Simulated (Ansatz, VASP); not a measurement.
**One calculation of TaN, two programs**

```
Ta N
1.0
     0.00000    2.22003    2.22003
     2.22003    0.00000    2.22003
     2.22003    2.22003    0.00000
Ta N
1 1
Cartesian
  2.2200 2.2200 2.2200
  0.0000 0.0000 0.0000
```

Alike in both runs: task single point; functional r2SCAN; k mesh 16 × 16 × 16; occupations gaussian, width 0.1 eV; no spin polarisation.

|  | VASP | Ansatz |
| --- | --- | --- |
| version | VASP 6.6.1 | Ansatz 0.2.0 |
| potentials or method | VASP PAW PBE potentials, release 64 (Ta_pv, N) | scalar-relativistic, plane waves, PAW |
| plane-wave cutoff (eV) | 520 | 500 |
| valence electrons in the cell | 16 | 18 |

Ansatz gave:

* gap on the k mesh at the Fermi level (eV): none
* pressure (GPa): -9.7

Problem. Which values does VASP return?

Solution. gap on the k mesh at the Fermi level (eV): none; pressure (GPa): -8.0.

A gap of «none» marks a metal or a gap that the smearing closes. The two sets of potentials don't hold the same shells in valence.

Caveats: the PAW data sets were made with another functional, which shifts forces and pressure a little (VASP). The runs have no spin-orbit coupling, so splittings on Ta are missing.
